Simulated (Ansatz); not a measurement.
# V2CF2 MXene monolayer in a perpendicular field

Wanted: the out-of-plane response of the V2CF2 MXene monolayer. A positive field points along +c.

Calculated with Ansatz 0.2.0; plane-wave DFT, PBE-D3(BJ), Ansatz PAW (set soft_1); PAW set soft_1.

## 1. Starting point

The cell holds 5 atoms: 2 F, 2 V and 1 C. Cell: a = 3.012 Å, b = 3.012 Å, c = 39.228 Å, α = 90.0°, β = 90.0°, γ = 120.0°. Vacuum lies along c.

## 2. Relaxing the slab

The starting cell is a guess, so the in-plane lattice and the atoms are relaxed first, with the slab cut off from its images along the normal.

Input file input.yaml:

```yaml
crystal:
  lattice:
    - [3.012152, 0.0, 0.0]
    - [-1.506076, 2.6086001521, 0.0]
    - [0.0, 0.0, 39.2279790607]
  atoms:
    - { symbol: F, position: [0.3333333333, 0.6666666667, 0.4473847601] }
    - { symbol: V, position: [0.6666666667, 0.3333333333, 0.4697023666], spin: 2.0 }
    - { symbol: C, position: [0.0, 0.0, 0.5] }
    - { symbol: V, position: [0.3333333333, 0.6666666667, 0.5302976334], spin: 2.0 }
    - { symbol: F, position: [0.6666666667, 0.3333333333, 0.5526152399] }
  periodic: [true, true, false]
magnetization:
  spin_polarized: true
kpoints:
  mp_grid: { grid: [12, 12, 1] }
hamiltonian:
  xc: pbe
  dispersion: d3bj
  pseudopotentials: { kind: paw, azcp: { folder: soft_1 } }
scf:
  occupations: { method: fermi_dirac, width: 0.05 }
  convergence: { dr2_threshold: 1.0e-09 }
relax:
  f_tol: 0.004
  max_steps: 90
  cell: {}
output:
  write_potential: true
  write_density: true
  volumetric_format: npy
```

On the command line:

```
$ ansatz run input.yaml --threads 2 --pin off --max-ram 3072MiB --backend cpu --events-out ev --progress --plain --runs-dir out
```

Numbers of over 12 decimals in the logs are rounded to 6 here.

Log:

```text
Warning: relax.cell: scf.convergence.dr2_threshold = 1e-9 eV is looser than the 2.50501262713e-10 eV advised for a relaxation that steers and ends on the stress (1e-10 eV for each atom of the cell: 5, times the square of relax.cell.stress_2d_tol = 0.05 N/m over 14.1 Å (the atoms' height at the walk's start and 5 Å past either face), 3.539e-2 GPa, over a crystal's default 0.05). What an SCF threshold leaves in a stress goes as its square root, and in the free energy as the threshold itself, and one threshold admits the most on a small cell: [figures from the program's tests cut] Set scf.convergence.dr2_threshold to 2.50501262713e-10 eV or tighter. [rest of the remark cut]
Engine: ansatz 0.2.0, aarch64-unknown-linux-gnu
Pseudopotentials: kind: paw
Pseudopotential: F, paw, valence charge 7, recommended cutoff 420 eV (normal), soft_1/F.paw.azcp
Pseudopotential: V, paw, valence charge 13, recommended cutoff 420 eV (normal), soft_1/V.paw.azcp
Pseudopotential: C, paw, valence charge 4, recommended cutoff 420 eV (normal), soft_1/C.paw.azcp
Functional definition: PBE
  parameter kappa = 0.804
  parameter beta = 0.066725
  exchange = pbe_x(kappa = kappa, mu = beta*pi^2/3)
  correlation = pbe_c(beta = beta)
Crystal: 5 atoms, lattice volume = 308.234 Å³
Basis set: ecut = 420 eV, 5831 PW (Γ), exchange–correlation on 48×48×540 points (8 copies of the dense FFT grid, shifted against one another)
Bands: 29, of which v1, the nominal top of the filled ones, is band 22 counted from 1 (21 counted from 0)
Symmetry: 12 space group operations
Space group: P-3m1 (ITA 164), of the structure as read, at distance tolerance 6.8e-5 Å
Magnetic group: BNS 164.85 (UNI 1315), of the structure as read, at distance tolerance 6.8e-5 Å
k-points: 19 of 144
Non-local potential: F, projectors of the file, l = 0: 2, l = 1: 2, l = 2: 1
Non-local potential: V, projectors of the file, l = 0: 3, l = 1: 2, l = 2: 3, l = 3: 1
Non-local potential: C, projectors of the file, l = 0: 2, l = 1: 2, l = 2: 1
PAW form: soft (Blöchl's): semilocal exchange-correlation on the pseudo side does not see the compensation charge
PAW one-centre angular grid: F, 110 points (default); XC on 64 Gauss nodes
PAW one-centre angular grid: V, 590 points (default); XC on 64 Gauss nodes
PAW one-centre angular grid: C, 110 points (default); XC on 64 Gauss nodes
Initial density: superposition of atomic densities (neutral atoms: chi_scale 0, normalization atom)
Starting moments: Σ|m| = 4 μB on 2 of 5 sites
Initial wavefunctions: pseudopotential atomic-orbital guess
Functional: x = pbe(κ = 0.804, μ = 0.219515), c = pbe(β = 0.066725)
SCF iter   1: F=—  HF=-7699.454935 eV  |F-HF|=—  |Δ(HF+E_count)|=         —  Δρ=3.84e-2 (↑3.84e-2 ↓2.98e-2)  dr2=2.15e1  dr2_m=4.90e-1  M=2.756 μB ∫|m|=2.895 μB  β_m=0.30  ethr=3.10e-3  ⟨swp⟩=15.8  Hψ=8672  notcnv=0
Mixer restart at iter 1: flushing history
preconditioner: auto → LDOS  [metal: Δε(μ)=0.006 eV  Ē_g=9.671 eV  σ=0.050 eV  W_gap=0.03  n_scr=24 (ndim 8)  ℏωp=10.4 eV  f_vac=0.808  D(μ)=5.36/eV (n_scr^D=22)]
spin=Collinear: LDOS preconditioning applied to the charge; magnetization (m = ρ↑ − ρ↓) channel mixes plain (no charge-response kernel on spin).
SCF iter   2: F=—  HF=-7695.979577 eV  |F-HF|=—  |Δ(HF+E_count)|=    3.48e0  Δρ=2.39e-2 (↑2.39e-2 ↓1.83e-2)  dr2=8.46e0  dr2_m=2.35e-1  M=2.722 μB ∫|m|=2.897 μB  β_m=0.54  ethr=3.10e-3  ⟨swp⟩=3.3  Hψ=2432  notcnv=0  defer=31
SCF iter   3: F=—  HF=-7693.987763 eV  |F-HF|=—  |Δ(HF+E_count)|=    1.99e0  Δρ=4.66e-3 (↑3.85e-3 ↓4.66e-3)  dr2=6.12e-2  dr2_m=2.51e-2  M=2.524 μB ∫|m|=2.775 μB  β_m=0.62  ethr=3.10e-3  ⟨swp⟩=4.5  Hψ=3266  notcnv=0  defer=29
SCF iter   4: F=—  HF=-7694.187356 eV  |F-HF|=—  |Δ(HF+E_count)|=         —  Δρ=9.95e-3 (↑9.95e-3 ↓7.47e-3)  dr2=4.05e-2  dr2_m=2.10e-1  M=1.865 μB ∫|m|=2.089 μB  β_m=0.62  ethr=1.39e-4  ⟨swp⟩=4.2  Hψ=3195  notcnv=0  defer=25
SCF iter   5: F=—  HF=-7694.157772 eV  |F-HF|=—  |Δ(HF+E_count)|=   2.96e-2  Δρ=4.86e-3 (↑4.86e-3 ↓2.73e-3)  dr2=4.44e-2  dr2_m=3.68e-2  M=1.825 μB ∫|m|=2.013 μB  β_m=0.77  ethr=9.21e-5  ⟨swp⟩=3.1  Hψ=2026  notcnv=0  defer=25
SCF iter   6: F=—  HF=-7694.158204 eV  |F-HF|=—  |Δ(HF+E_count)|=   4.32e-4  Δρ=7.30e-4 (↑7.30e-4 ↓5.73e-4)  dr2=1.28e-3  dr2_m=6.72e-4  M=1.799 μB ∫|m|=1.953 μB  β_m=0.80  ethr=9.21e-5  ⟨swp⟩=3.4  Hψ=2586  notcnv=0  defer=25
SCF iter   7: F=—  HF=-7694.160262 eV  |F-HF|=—  |Δ(HF+E_count)|=   2.06e-3  Δρ=3.71e-4 (↑3.21e-4 ↓3.71e-4)  dr2=3.05e-4  dr2_m=2.43e-4  M=1.791 μB ∫|m|=1.936 μB  β_m=0.87  ethr=2.90e-6  ⟨swp⟩=4.4  Hψ=2995  notcnv=0  defer=9
SCF iter   8: F=—  HF=-7694.160376 eV  |F-HF|=—  |Δ(HF+E_count)|=   1.15e-4  Δρ=1.74e-4 (↑1.74e-4 ↓1.15e-4)  dr2=7.92e-5  dr2_m=3.17e-5  M=1.782 μB ∫|m|=1.921 μB  β_m=0.80  ethr=6.93e-7  ⟨swp⟩=2.8  Hψ=2288  notcnv=0  defer=9
SCF iter   9: F=—  HF=-7694.160369 eV  |F-HF|=—  |Δ(HF+E_count)|=   7.42e-6  Δρ=3.88e-5 (↑3.88e-5 ↓1.86e-5)  dr2=2.64e-6  dr2_m=1.61e-6  M=1.782 μB ∫|m|=1.919 μB  β_m=0.90  ethr=1.80e-7  ⟨swp⟩=3.5  Hψ=2597  notcnv=0  defer=9
SCF iter  10: F=—  HF=-7694.160374 eV  |F-HF|=—  |Δ(HF+E_count)|=   4.71e-6  Δρ=7.14e-6 (↑7.14e-6 ↓6.80e-6)  dr2=4.52e-7  dr2_m=3.34e-8  M=1.781 μB ∫|m|=1.918 μB  β_m=0.89  ethr=6.00e-9  ⟨swp⟩=3.3  Hψ=2342  notcnv=0  defer=9
SCF iter  11: F=—  HF=-7694.160375 eV  |F-HF|=—  |Δ(HF+E_count)|=   8.68e-7  Δρ=2.64e-6 (↑2.64e-6 ↓1.87e-6)  dr2=4.37e-8  dr2_m=5.71e-9  M=1.781 μB ∫|m|=1.918 μB  β_m=0.87  ethr=1.03e-9  ⟨swp⟩=3.4  Hψ=2496  notcnv=0  defer=9
SCF iter  12: F=—  HF=-7694.160375 eV  |F-HF|=—  |Δ(HF+E_count)|=   7.67e-8  Δρ=6.64e-7 (↑6.64e-7 ↓5.08e-7)  dr2=3.23e-9  dr2_m=3.19e-10  M=1.781 μB ∫|m|=1.918 μB  β_m=0.79  ethr=9.92e-11  ⟨swp⟩=3.5  Hψ=2556  notcnv=0  defer=9
SCF iter  13: F=-7694.160375 eV  HF=-7694.160375 eV  |F-HF|=2.39e-10  |Δ(HF+E_count)|=   1.78e-8  Δρ=1.93e-7 (↑1.28e-7 ↓1.93e-7)  dr2=1.22e-10  dr2_m=4.02e-11  M=1.781 μB ∫|m|=1.918 μB  ethr=2.27e-12  ⟨swp⟩=8.6  Hψ=8401  notcnv=0
SCF 1 converged in 13 iterations: F = -7694.160375 eV  dr2 = 1.22e-10
  greatest PAW one-centre occupation: 1.000 electrons in one spin orbital (limit 2), on the V atom at site 3 (counted from 0), in its partial waves of l = 0
relax step   1: F+E_penalty+E_count = -7694.16037466 eV  Δ(F+E_penalty+E_count) = +0.000e0 eV  max|allowed force component| = 5.749e0 eV/Å  Δτ_max = 0.0000 Å  P = +8.786 N/m  Ω = 308.234 Å³  fix = [c, alpha, beta]  reactions: c +0.000 N/m  (13 SCF iters, accepted)
Crystal: 5 atoms, lattice volume = 300.497 Å³
[...]
relax step   6: F+E_penalty+E_count = -7696.38953624 eV  Δ(F+E_penalty+E_count) = +6.049e-6 eV  max|allowed force component| = 1.544e-3 eV/Å  Δτ_max = 0.0002 Å  P = +0.001 N/m  Ω = 298.446 Å³  energy of the carried Pulay correction = +5.480e-3 eV  fix = [c, alpha, beta]  reactions: c +0.000 N/m  (5 SCF iters, accepted)
[...]
relax step   7: F+E_penalty+E_count = -7696.38529758 eV  Δ(F+E_penalty+E_count) = +4.239e-3 eV  max|allowed force component| = 1.618e-3 eV/Å  Δτ_max = 0.0000 Å  P = -0.129 N/m  Ω = 298.446 Å³  fix = [c, alpha, beta]  reactions: c -0.000 N/m  stress off target by 1.29e-1 N/m on what of the cell is left free  SCF on the basis re-selected at this cell (its energy is not comparable with the rows above)  (6 SCF iters)
[...]
relax step   8: F+E_penalty+E_count = -7696.38547183 eV  Δ(F+E_penalty+E_count) = -1.742e-4 eV  max|allowed force component| = 7.288e-4 eV/Å  Δτ_max = 0.0010 Å  P = -0.018 N/m  Ω = 298.181 Å³  energy of the carried Pulay correction = +1.417e-4 eV  fix = [c, alpha, beta]  reactions: c -0.000 N/m  (7 SCF iters, accepted)
iter 1 solved again at ethr=1.63e-7 eV; its pass at ethr=3.10e-3 eV (dr2=7.19e-5 eV) is discarded
SCF iter   1: F=—  HF=-7696.385262 eV  |F-HF|=—  |Δ(HF+E_count)|=         —  Δρ=1.79e-6 (↑1.79e-6 ↓1.74e-6)  dr2=9.27e-9  dr2_m=2.61e-11  M=0.000 μB ∫|m|=0.000 μB  β_m=0.65  ethr=1.63e-7  ⟨swp⟩=6.2  Hψ=13080  notcnv=0
eigensolver tolerance schedule: the retry pair's looser diagonalisation over-reported the residual by 7762.90 of it (diagonalisation noise at 0.69 of the residual, at the tolerance the schedule requests for it); recorded, not acted on — ethr = c·dr2/N_el stays at c = 1.0e-1
preconditioner: auto → LDOS  [metal: Δε(μ)=0.051 eV  Ē_g=10.086 eV  σ=0.050 eV  W_gap=0.24  n_scr=20 (ndim 8)  ℏωp=11.4 eV  f_vac=0.816  D(μ)=2.01/eV (n_scr^D=12)]
spin=Collinear: LDOS preconditioning applied to the charge; magnetization (m = ρ↑ − ρ↓) channel mixes plain (no charge-response kernel on spin).
SCF iter   2: F=—  HF=-7696.385296 eV  |F-HF|=—  |Δ(HF+E_count)|=   3.43e-5  Δρ=8.86e-7 (↑8.86e-7 ↓8.40e-7)  dr2=5.25e-9  dr2_m=1.06e-11  M=0.000 μB ∫|m|=0.000 μB  β_m=0.49  ethr=2.11e-11  ⟨swp⟩=5.4  Hψ=4054  notcnv=0
SCF iter   3: F=—  HF=-7696.385296 eV  |F-HF|=—  |Δ(HF+E_count)|=   2.88e-9  Δρ=3.93e-7 (↑3.93e-7 ↓3.65e-7)  dr2=9.08e-10  dr2_m=4.76e-12  M=0.000 μB ∫|m|=0.000 μB  β_m=0.61  ethr=1.19e-11  ⟨swp⟩=2.8  Hψ=1737  notcnv=0
SCF iter   4: F=-7696.385296 eV  HF=-7696.385296 eV  |F-HF|=2.77e-9  |Δ(HF+E_count)|=   1.22e-8  Δρ=1.23e-7 (↑1.23e-7 ↓1.09e-7)  dr2=5.92e-11  dr2_m=9.47e-13  M=0.000 μB ∫|m|=0.000 μB  ethr=2.06e-12  ⟨swp⟩=12.3  Hψ=8536  notcnv=0
the starting moments were not kept: the SCF closed with an absolute magnetisation of 2.0e-6 μB, where they sum to 4 μB in size (2 sites). That is at most 0.1 of that sum. Measured as dr2_m measures the in/out step, that magnetisation stands 1.4e-12 eV from none, at or under the dr2_threshold of 1.0e-9 eV: it is no larger than a step whose dr2_m would equal this threshold.
SCF 9 converged in 4 iterations: F = -7696.385296 eV  dr2 = 5.92e-11
relax step   9: F+E_penalty+E_count = -7696.38529598 eV  Δ(F+E_penalty+E_count) = +1.758e-4 eV  max|allowed force component| = 7.268e-4 eV/Å  Δτ_max = 0.0000 Å  P = -0.020 N/m  Ω = 298.181 Å³  fix = [c, alpha, beta]  reactions: c -0.000 N/m  stress off target by 2.00e-2 N/m on what of the cell is left free  SCF on the basis re-selected at this cell (its energy is not comparable with the rows above)  (4 SCF iters)
basis re-selected at this cell: Δ(F+E_penalty+E_count) = +1.758e-4 eV, ΔP = -0.002 N/m vs the last step (what re-selecting the basis moved, of the pressure what is left beyond the Pulay correction that the steps carried, after the strain that the cell walked since its last selection, with what the two solves' SCF thresholds leave and, on support functions, any second-order correction that the steps lacked; it is no m [...]
WARN: The output density's exchange-correlation potential varies sharply where the density is thin. Do not read a vacuum level from v_tot or v_xc, or from such a field of the output density. On a cell that repeats whose density bears no net charge and no dipole along the vacuum's axis use v_es (v_loc + v_h of the components); under efield.dipole_correction with no amplitude use v_es + v_field, which holds any externa [...]
SCF converged after 4 iterations
Magnetization: 0.0000 μB (22.0000 up, 22.0000 down)
Absolute magnetization: 0.0000 μB (∫|ρ↑−ρ↓|, with the PAW one-centre terms)
Spin contamination: 0.0000 ħ² per cell (⟨S²⟩ above its minimum at these occupations)
Per-site moments (μB) at R_I (Å): [(8.508274701198033e-9, 0.882734), (6.995782658071686e-7, 0.821915), (-2.8207045761811684e-7, 0.821915), (6.995782658025667e-7, 0.821915), (8.508274693752873e-9, 0.882734)]
Free energy (F): -7696.385296 eV
Harris-Foulkes:  -7696.385296 eV  (|F-HF|=2.77e-9)
Internal energy: -7696.369446 eV  (E = F + TS)
E sigma→0 (E₀):  -7696.377371 eV
Entropy (-TS):   -0.015850 eV (-3.170 meV/atom)
Fermi energy:    -5.332136 eV
--- Per-component energies (eV) ---
  E_band       = -1199.906453
  E_kinetic    = 1076.735637
  E_local      = -187432.123747  (includes V_loc(G=0)·N_el)
  E_nonlocal   = 360.764160
  E_hartree    = 92960.944133
  E_xc         = -432.618263
  E_vxc        = -548.619242  (∫ρ·V_xc dr)
  E_paw        = -2760.993925  (= ΣΔE_a)
  E_vpaw       = -578.554893  (= ΣTr[D̂ρ^β])
  E_aug_tail   = 0.003313  (compensation charges beyond the density's cutoff)
  E_ewald      = 88531.993754
  E_disp       = -1.074507  (pairwise vdW)
  E_smearing   = -0.015850  (= −TS)
  E_closure    = 0.000000  (closes the sum)
  Σ components = -7696.385296   (vs F -7696.385296, Δ=0.00e0)
--- Forces (eV/Å), atoms counted from 1 ---
  atom   1  F      0.00000000     0.00000000    -0.00038761
  atom   2  V      0.00000000    -0.00000000    -0.00072679
  atom   3  C     -0.00000000     0.00000000     0.00000000
  atom   4  V      0.00000000     0.00000000     0.00072679
  atom   5  F     -0.00000000    -0.00000000     0.00038761
  max |Σ_I F_I| component: 1.53e-16 eV/Å
--- 2D stress c σ (N/m, compression-positive) ---
       -0.020002       0.000000       0.000000
        0.000000      -0.020002      -0.000000
        0.000000      -0.000000      -0.000000
  P = ½ c Tr σ = -0.0200 N/m
--- Band table (eV; the first three rows and the last of 38) ---
  k-point 0 ↑: bands = [... 18 lower, -9.0483, -9.0483, -6.6388, -6.6388, -5.8401, -4.7785, -4.7785, -4.5135, ... 3 higher]
  k-point 1 ↑: bands = [... 18 lower, -9.2975, -9.1242, -6.7146, -6.5119, -5.8072, -4.8279, -4.7580, -4.5234, ... 3 higher]
  k-point 2 ↑: bands = [... 18 lower, -9.5556, -9.2777, -6.9870, -6.1840, -5.6637, -4.8633, -4.6890, -4.5081, ... 3 higher]
  k-point 18 ↓: bands = [... 18 lower, -10.5911, -9.4668, -5.9681, -5.5937, -5.5937, -4.3571, -4.3571, -4.0397, ... 3 higher]
  the weakly bound empty levels are not read free of the cell's end (no_gap_told)
--- Relaxed structure (7 steps of the walk, 7 accepted, 2 SCFs on fresh bases) ---
  F+E_penalty+E_count = -7696.38529598 eV   max|allowed force component| = 7.268e-4 eV/Å   (the final SCF, on the basis selected at the relaxed cell)
  cell:  # Å, volume = 298.1813 Å³
    - [2.962626, 0, 0]
    - [-1.481313, 2.565710, 0]
    - [0, 0, 39.2279790607]
  atoms:
    - { symbol: F, position: [0.333333, 0.666667, 0.441166] }
    - { symbol: V, position: [0.666667, 0.333333, 0.473948] }
    - { symbol: C, position: [0, 0, 0.5] }
    - { symbol: V, position: [0.333333, 0.666667, 0.526052] }
    - { symbol: F, position: [0.666667, 0.333333, 0.558834] }
```

The job ended after 2.3 min (2 threads of Arm Neoverse V1, shared host; peak memory 0.72 GiB).

The steps of the relaxation:

```tsv
step	energy less that of the first step (eV)	largest force component (eV/Å)	volume (Å³)
1	0.0000	5.7491	308.23
2	-1.5779	4.0060	300.50
3	-1.8501	3.6666	293.67
4	-2.2255	0.1418	298.09
5	-2.2292	0.0068	298.43
6	-2.2292	0.0015	298.45
7*	-2.2249	0.0016	298.45
8	-2.2251	0.0007	298.18
9*	-2.2249	0.0007	298.18
```

Relaxation steps marked * repeat the geometry before them on a plane-wave basis chosen anew for their cell, so energy and pressure can jump there.

Forces are held to the 12 operations that the run works with; a distortion that breaks them can't arise in this run.

```tsv
cell as run	before	after	change
a (Å)	3.012	2.963	-1.6 %
b (Å)	3.012	2.963	-1.6 %
```

The atoms that moved most (Å, along periodic axes as changes of fractional coordinates times the final cell, across vacuum about the mean position):

```tsv
atom	dx	dy	dz	length
F5	0.000	0.000	0.244	0.244
F1	0.000	0.000	-0.244	0.244
V4	0.000	0.000	-0.167	0.167
V2	0.000	0.000	0.167	0.167
```

The relaxed structure:

```xyz
5
Lattice="2.9626 0.0000 0.0000 -1.4813 2.5657 0.0000 0.0000 0.0000 39.2280" Properties=species:S:1:pos:R:3
F     0.0000    1.7105   17.3061
V     1.4813    0.8552   18.5920
C     0.0000    0.0000   19.6140
V     0.0000    1.7105   20.6360
F     1.4813    0.8552   21.9219
```

This step gave:

```yaml
energy_at_zero_smearing: -7696.3774 eV
```

The lattice constant a goes from 3.012 to 2.963 Å.

[end of part 1 of 2]

[Logs are printed without paths, hosts, clocks, repeated set-up lines and the standing remarks that a program may print on its own settings, such as how far it seeks lower states.]

[Hosts, paths, dates, database ids (printed as entryN), source tags and the programs' standing remarks are cut or masked in the printed files.]

[Maps of the electrostatic potential energy from Ansatz leave out the sawtooth potential of an applied field or a dipole correction, so their vacuum need not be flat; planar profiles and work functions include it.]
